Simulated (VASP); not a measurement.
# Au (Fm-3m) in VASP: a series of runs

Runs on Au. Level: PBE. Tasks: relaxation of cell and atoms.

Everything below comes from runs of VASP 6.6.1. Logs are shortened: lines on timing, memory, paths and dates and some standing lists are left out, and cuts for length are marked.

## Step 1: The crystal as given

Symmetry: Fm-3m, No. 225, cubic system. The conventional cell has a = 4.070 Å, b = 4.070 Å, c = 4.070 Å, α = 90.00°, β = 90.00°, γ = 90.00°. Around Au (site symmetry m-3m) lie 12 Au at 2.88 Å.

## Step 2: Relaxation of cell and atoms, PBE

INCAR reads:

```
PREC = Accurate
ENCUT = 520
EDIFF = 0.05
ISMEAR = 0
SIGMA = 0.1
LREAL = F
LASPH = T
NELM = 80
ALGO = Normal
ISIF = 3
LWAVE = F
LCHARG = F
GGA = PE
IBRION = 2
NSW = 80
EDIFFG = -0.002
```

KPOINTS reads:

```
Automatic mesh
0
Gamma
  18 18 18
```

POSCAR reads:

```
Au
1.0
    0.0000000000      2.0350000000      2.0350000000
    2.0350000000      0.0000000000      2.0350000000
    2.0350000000      2.0350000000      0.0000000000
Au
1
Direct
    0.0000000000      0.0000000000      0.0000000000
```

Potentials or basis: VASP PAW PBE potentials, release 64 (Au).

Command:

```sh
$ cat potpaw_PBE.64/Au/POTCAR > POTCAR
$ mpirun -np 1 vasp_std > vasp.out
```

OUTCAR:

```text
PREC = Accurate
   ENCUT = 520
   EDIFF = 0.05
   ISMEAR = 0
   LREAL = F
   LASPH = T
   NELM = 80
   ISIF = 3
   GGA = PE
   IBRION = 2
   NSW = 80
   EDIFFG = -0.002

 ion  position               nearest neighbor table
   1  0.000  0.000  0.000-

  LATTYP: Found a face centered cubic cell.
 ALAT       =     4.0700000000

  Lattice vectors:

 A1 = (   0.0000000000,   2.0350000000,   2.0350000000)
 A2 = (   2.0350000000,   0.0000000000,   2.0350000000)
 A3 = (   2.0350000000,   2.0350000000,   0.0000000000)

Analysis of symmetry for initial positions (statically):
=====================================================================
 Subroutine PRICEL returns:
 Original cell was already a primitive cell.

 Routine SETGRP: Setting up the symmetry group for a
 face centered cubic supercell.

 Subroutine GETGRP returns: Found 48 space group operations
 (whereof 48 operations were pure point group operations)
 out of a pool of 48 trial point group operations.

The static configuration has the point symmetry O_h .

Analysis of symmetry for dynamics (positions and initial velocities):
=====================================================================
 Subroutine PRICEL returns:
 Original cell was already a primitive cell.

 Routine SETGRP: Setting up the symmetry group for a
 face centered cubic supercell.

 Subroutine GETGRP returns: Found 48 space group operations
 (whereof 48 operations were pure point group operations)
 out of a pool of 48 trial point group operations.

The dynamic configuration has the point symmetry O_h .

 Subroutine INISYM returns: Found 48 space group operations
 (whereof 48 operations are pure point group operations),
 and found     1 'primitive' translations

----------------------------------------------------------------------------------------

                                     Primitive cell

  volume of cell :      16.8548

  direct lattice vectors                    reciprocal lattice vectors
     0.000000000  2.035000000  2.035000000    -0.245700246  0.245700246  0.245700246
     2.035000000  0.000000000  2.035000000     0.245700246 -0.245700246  0.245700246
     2.035000000  2.035000000  0.000000000     0.245700246  0.245700246 -0.245700246

  length of vectors
     2.877924599  2.877924599  2.877924599     0.425565309  0.425565309  0.425565309

  position of ions in fractional coordinates (direct lattice)
     0.000000000  0.000000000  0.000000000

  ion indices of the primitive-cell ions
   primitive index   ion index
                 1           1

----------------------------------------------------------------------------------------

 KPOINTS: Automatic mesh

Automatic generation of k-mesh.
 Grid dimensions read from file:
 generate k-points for:   18   18   18

 Generating k-lattice:

  Cartesian coordinates                     Fractional coordinates (reciprocal lattice)
    -0.013650014  0.013650014  0.013650014     0.055555556  0.000000000  0.000000000
     0.013650014 -0.013650014  0.013650014     0.000000000  0.055555556  0.000000000
     0.013650014  0.013650014 -0.013650014     0.000000000  0.000000000  0.055555556

  Length of vectors
     0.023642517  0.023642517  0.023642517

  Shift w.r.t. Gamma in fractional coordinates (k-lattice)
     0.000000000  0.000000000  0.000000000

 Subroutine IBZKPT returns following result:
 ===========================================

 Found    195 irreducible k-points:

 Following reciprocal coordinates:
            Coordinates               Weight
  0.000000  0.000000  0.000000      1.000000
  0.055556  0.000000  0.000000      8.000000
  0.111111  0.000000  0.000000      8.000000
  0.166667  0.000000  0.000000      8.000000
  0.222222  0.000000  0.000000      8.000000
  0.277778  0.000000  0.000000      8.000000
[... 16 lines left out ...]
 -0.277778  0.055556  0.000000     24.000000
 -0.222222  0.055556  0.000000     24.000000
 [... further k-points ...]
   k-points           NKPTS =    195   k-points in BZ     NKDIM =    195   number of bands    NBANDS=      9
   number of dos      NEDOS =    301   number of ions     NIONS =      1
   total plane-waves  NPLWV =  13824
   dimension x,y,z NGX =    24 NGY =   24 NGZ =   24
   dimension x,y,z NGXF=    48 NGYF=   48 NGZF=   48
   ions per type =               1
   NGX,Y,Z   is equivalent  to a cutoff of  13.86, 13.86, 13.86 a.u.
   NGXF,Y,Z  is equivalent  to a cutoff of  27.73, 27.73, 27.73 a.u.
 SYSTEM =  unknown system
   PREC   = accura    normal or accurate (medium, high low for compatibility)
   ISTART =      0    job   : 0-new  1-cont  2-samecut
   ICHARG =      2    charge: 1-file 2-atom 10-const
   ISPIN  =      1    spin polarized calculation?
   LNONCOLLINEAR =      F non collinear calculations
   LSORBIT =      F    spin-orbit coupling
   LASPH  =      T    aspherical Exc in radial PAW
   ENCUT  =  520.0 eV  38.22 Ry    6.18 a.u.   5.35  5.35  5.35*2*pi/ulx,y,z
   NELM   =     80;   NELMIN=  2; NELMDL= -5     # of ELM steps
   EDIFF  = 0.5E-01   stopping-criterion for ELM
   LREAL  =      F    real-space projection
   EDIFFG = -.2E-02   stopping-criterion for IOM
   NSW    =     80    number of steps for IOM
   IBRION =      2    ionic relax: 0-MD 1-quasi-New 2-CG
   NFREE  =      1    steps in history (QN), initial steepest desc. (CG)
   ISIF   =      3    stress and relaxation
   ISYM   =      2    0-nonsym 1-usesym 2-fastsym
   POTIM  = 0.5000    time-step for ionic-motion
   TEBEG  =    0.0;   TEEND  =   0.0 temperature during run
   PSTRESS=    0.0 pullay stress
   NELECT =      11.0000    total number of electrons
   NUPDOWN=      -1.0000    fix difference up-down
   EMIN   =  10.00;   EMAX   =-10.00  energy-range for DOS
   EFERMI =   0.00;   METHOD = LEGACY
   ISMEAR =     0;   SIGMA  =   0.10  broadening in eV -4-tet -1-fermi 0-gaus
   EFERMI_NEDOS =   21; number of points for ismear=-14 and -15
   IALGO  =     38    algorithm
   IMIX   =      4    mixing-type and parameters
     AMIX     =   0.40;   BMIX     =  1.00
     AMIX_MAG =   1.60;   BMIX_MAG =  1.00
  volume/ion in A,a.u.               =      16.85       113.74
  Fermi-wavevector in a.u.,A,eV,Ry     =   1.420032  2.683470 27.436005  2.016489
  Thomas-Fermi vector in A             =   2.540990
   LORBIT       =      0    0 simple, 1 ext, 2 COOP (PROOUT), +10 PAW based schemes
   GGA     = PE    functional components
   LHFCALC =     F    Hartree Fock is set to
   AEXX    =    0.0000 exact exchange contribution
   IVDW    =     0    specifies the selected vdW correction
   LEPSILON=     F    determine dielectric tensor
   LRPA    =     F    only Hartree local field effects (RPA)
 conjugate gradient relaxation of ions
 non-spin polarized calculation
 Gauss-broadening in eV      SIGMA  =   0.10
  energy-cutoff  :      520.00
  volume of cell :       16.85
 maximum number of plane-waves:       467
 NGX is ok and might be reduce to    24
   NGX = 11   NGY = 11   NGZ = 11

--------------------------------------- Ionic step        1  -------------------------------------------

 number of electron      10.9999999 magnetization

 Free energy of the ion-electron system (eV)
  ---------------------------------------------------
  ext. energy  EPLUGINS =         0.00000000
  ---------------------------------------------------
  free energy    TOTEN  =        -3.19030078 eV

  energy without entropy =       -3.18892812  energy(sigma->0) =       -3.18961445

------------------------ aborting loop because EDIFF is reached ----------------------------------------

  FORCE on cell =-STRESS in cart. coord.  units (eV):
  Direction    XX          YY          ZZ          XY          YZ          ZX
  --------------------------------------------------------------------------------------
  -------------------------------------------------------------------------------------
  Total        1.8538060      1.8538060      1.8538060      0.0000000      0.0000000     -0.0000000
  in kB      176.2185537    176.2185537    176.2185537      0.0000000      0.0000000     -0.0000000
  external PRESSURE =     176.2185537 kB  Pullay stress =       0.0000000 kB
[... 86 lines left out ...]
  FREE ENERGIE OF THE ION-ELECTRON SYSTEM (eV)
  ---------------------------------------------------
  free  energy   TOTEN  =        -3.0257213034 eV

  energy  without entropy=       -3.0241571015  energy(sigma->0) =       -3.02493920

[... ionic steps 4 to 43 ...]

--------------------------------------- Ionic step       44  -------------------------------------------

 number of electron      11.0000002 magnetization

------------------------ aborting loop because EDIFF is reached ----------------------------------------

  FORCE on cell =-STRESS in cart. coord.  units (eV):
  Direction    XX          YY          ZZ          XY          YZ          ZX
  --------------------------------------------------------------------------------------
  -------------------------------------------------------------------------------------
  Total       -0.2421580     -0.2421580     -0.2421580     -0.0000000      0.0000000      0.0000000
  in kB      -21.6172591    -21.6172591    -21.6172591     -0.0000000      0.0000000      0.0000000
  external PRESSURE =     -21.6172591 kB  Pullay stress =       0.0000000 kB
[... 55 lines left out ...]
  energy  without entropy=       -3.2202055541  energy(sigma->0) =       -3.22084083

--------------------------------------- Ionic step       46  -------------------------------------------

 number of electron      11.0000002 magnetization

 Free energy of the ion-electron system (eV)
  ---------------------------------------------------
  ext. energy  EPLUGINS =         0.00000000
  ---------------------------------------------------
  free energy    TOTEN  =        -3.22147981 eV

  energy without entropy =       -3.22021045  energy(sigma->0) =       -3.22084513

 E-fermi :   8.5921     XC(G=0): -12.4106

 val. band max:        8.5772990581   @ k =   0.5000   0.2778   0.1111
 cond. band min:       8.6202622323   @ k =   0.5000   0.1667   0.0556
 fundamental gap:      0.0429631741
 Fermi energy:         8.5921277758

 k-point     1 :       0.0000    0.0000    0.0000
  band No.  band energies     occupation
      1      -0.6846      2.00000
      2       4.2147      2.00000
      3       4.2147      2.00000
      4       4.2147      2.00000
      5       5.5973      2.00000
      6       5.5973      2.00000
      7      23.2197      0.00000
      8      26.9226      0.00000
      9      26.9226      0.00000
[... 265 lines left out ...]
 k-point    24 :      -0.2222    0.0556    0.0000
  band No.  band energies     occupation
      1       1.0387      2.00000
      2       3.9843      2.00000
      3       4.4982      2.00000
      4       4.5305      2.00000
      5       5.5176      2.00000
      6       5.9570      2.00000
      7      19.8842      0.00000
      8      24.1354      0.00000
      9      26.6741      0.00000

 [... further k-points ...]

------------------------ aborting loop because EDIFF is reached ----------------------------------------

  FORCE on cell =-STRESS in cart. coord.  units (eV):
  Direction    XX          YY          ZZ          XY          YZ          ZX
  --------------------------------------------------------------------------------------
  -------------------------------------------------------------------------------------
  Total        0.0000976      0.0000976      0.0000976      0.0000000      0.0000000     -0.0000000
  in kB        0.0087160      0.0087160      0.0087160      0.0000000      0.0000000     -0.0000000
  external PRESSURE =       0.0087160 kB  Pullay stress =       0.0000000 kB
[... 16 lines left out ...]
  FREE ENERGIE OF THE ION-ELECTRON SYSTEM (eV)
  ---------------------------------------------------
  free  energy   TOTEN  =        -3.2214798090 eV

  energy  without entropy=       -3.2202104484  energy(sigma->0) =       -3.22084513

 reached required accuracy - stopping structural energy minimisation
```

Wall time 2.1 min (1 thread of Intel Xeon Platinum 8488C (Sapphire Rapids), shared host); peak memory 0.18 GiB.

What came out:

* Free energy: -3.2215 eV
* Relaxed volume: 17.94 Å³/atom
* Relaxed cell: a = 2.938 Å, b = 2.938 Å, c = 2.938 Å, α = 60.00°, β = 60.00°, γ = 60.00°
* Space group after relaxing (to 0.05 Å): Fm-3m (No. 225)
* Energy gained by relaxing: 31.2 meV/atom
* Ionic steps: 46
* Pressure after relaxing: 0.0 GPa
* Band gap on the k mesh: none (metal or under the smearing width)

Step by step:
| step | energy change (eV) | largest force (eV/Å) | pressure (GPa) | volume (Å³) |
| --- | --- | --- | --- | --- |
| 1 | 0.0000 | 0.0000 | 17.62 | 16.85 |
| 3 | 0.1646 | 0.0000 | -19.14 | 21.45 |
| 5 | -0.0292 | 0.0000 | -2.24 | 18.22 |
| 7 | -0.0230 | 0.0000 | 4.74 | 17.39 |
| 9 | -0.0311 | 0.0000 | 6.10 | 17.78 |
| 11 | -0.0311 | 0.0000 | 1.39 | 17.89 |
| 13 | -0.0312 | 0.0000 | 0.42 | 17.92 |
| 15 | -0.0312 | 0.0000 | 0.09 | 17.93 |
| 17 | -0.0312 | 0.0000 | 0.07 | 17.94 |
| 19 | -0.0312 | 0.0000 | 0.11 | 17.94 |
| 21 | -0.0312 | 0.0000 | 0.25 | 17.97 |
| 23 | -0.0308 | 0.0000 | 0.78 | 18.08 |
| 25 | -0.0249 | 0.0000 | 2.91 | 18.51 |
| 27 | -0.0191 | 0.0000 | -5.03 | 18.68 |
| 29 | -0.0233 | 0.0000 | -5.13 | 18.53 |
| 31 | -0.0241 | 0.0000 | -4.49 | 18.50 |
| 33 | -0.0273 | 0.0000 | -5.26 | 18.36 |
| 35 | -0.0306 | 0.0000 | 1.07 | 17.80 |
| 37 | -0.0315 | 0.0000 | 3.55 | 18.01 |
| 39 | -0.0305 | 0.0000 | -0.77 | 18.11 |
| 41 | -0.0306 | 0.0000 | -1.33 | 18.09 |
| 43 | -0.0310 | 0.0000 | -1.74 | 18.03 |
| 45 | -0.0312 | 0.0000 | -0.14 | 17.94 |
| 46 | -0.0312 | 0.0000 | 0.00 | 17.94 |

Final structure:
```xyz
1
Lattice="0.0000 2.0778 2.0778 2.0778 0.0000 2.0778 2.0778 2.0778 0.0000" Properties=species:S:1:pos:R:3 pbc="T T T"
Au    0.0000    0.0000    0.0000
```

Levels at points of the mesh, in eV from the Fermi level:
```tsv
k point	band 4	band 5	band 6	band 7	band 8	band 9
(0.00, 0.00, 0.00)	-4.38	-2.99	-2.99	14.63	18.33	18.33
(0.50, 0.00, 0.00)	-1.90	-1.90	-0.67	2.85	14.07	16.79
(0.50, 0.50, 0.00)	-1.60	-1.60	1.21	5.41	9.91	9.91
```

Spin-orbit coupling is left out, which matters for the levels of Au. PBE usually gives volumes a little too large and moduli too small.

[end of part 1 of 2]
